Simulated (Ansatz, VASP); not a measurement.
## GaAs: VASP beside Ansatz

INCAR

```
SYSTEM = GaAs
ALGO = Normal
EDIFF = 1E-6
ENCUT = 520
GGA = PS
ISIF = 2
ISMEAR = -1
IVDW = 12
LASPH = .True.
LCHARG = .True.
LELF = .True.
LREAL = .False.
LVHAR = .True.
LWAVE = .False.
NBANDS = 16
NELM = 100
PREC = Accurate
SIGMA = 0.05
```

File KPOINTS:

```
k-points
0
Gamma
  8 8 8
  0 0 0
```

POSCAR

```
GaAs
1.0
    0.0000000000      2.8640496607      2.8640496607
    2.8640496607      0.0000000000      2.8640496607
    2.8640496607      2.8640496607      0.0000000000
As Ga
1 1
Direct
    0.7500000000      0.7500000000      0.7500000000
    0.0000000000      0.0000000000      0.0000000000
```

The input input.yaml:

```yaml
crystal:
  lattice:
    - [0.0, 2.8640496607, 2.8640496607]
    - [2.8640496607, 0.0, 2.8640496607]
    - [2.8640496607, 2.8640496607, 0.0]
  atoms:
    - { symbol: As, position: [0.75, 0.75, 0.75] }
    - { symbol: Ga, position: [0.0, 0.0, 0.0] }
hamiltonian:
  xc: pbesol
  pseudopotentials: { kind: paw }
  dispersion: d3bj
kpoints:
  mp_grid: { grid: [8, 8, 8] }
scf:
  occupations: { method: fermi_dirac, width: 0.05 }
output:
  forces: true
  stress: true
  eigenvalues: true
```

Alike in both runs: task single point; functional PBEsol; dispersion D3(BJ); k mesh 8 × 8 × 8; occupations fermi-dirac, width 0.05 eV; no spin polarisation.

|  | VASP | Ansatz |
| --- | --- | --- |
| version | VASP 6.6.1 | Ansatz 0.2.0 |
| potentials or method | VASP PAW PBE potentials, release 64 (As, Ga_d) | Ansatz PAW |
| plane-wave cutoff (eV) | 520 | 420 |
| valence electrons in the cell | 18 | 28 |

Ansatz gave:

```
gap on the k mesh at the Fermi level (eV) : 0.15
least direct gap on the mesh (eV)         : 0.15
pressure (GPa)                            : -4.2
dispersion energy (meV/atom)              : -288.0
```

**Question.** What did VASP give for the same quantities?

**Answer.** gap on the k mesh at the Fermi level (eV): 0.17; least direct gap on the mesh (eV): 0.17; pressure (GPa): -4.1; dispersion energy (meV/atom): -288.0.

The two sets of potentials don't hold the same shells in valence.

Caveats: the PAW data sets were made with another functional, which shifts forces and pressure a little (VASP); the PAW data sets come from PBE, with cores solved anew for the run's functional, which leaves a small shift of forces and pressure (Ansatz). Expect the measured gap to be larger: semilocal functionals such as PBEsol lack the derivative discontinuity.
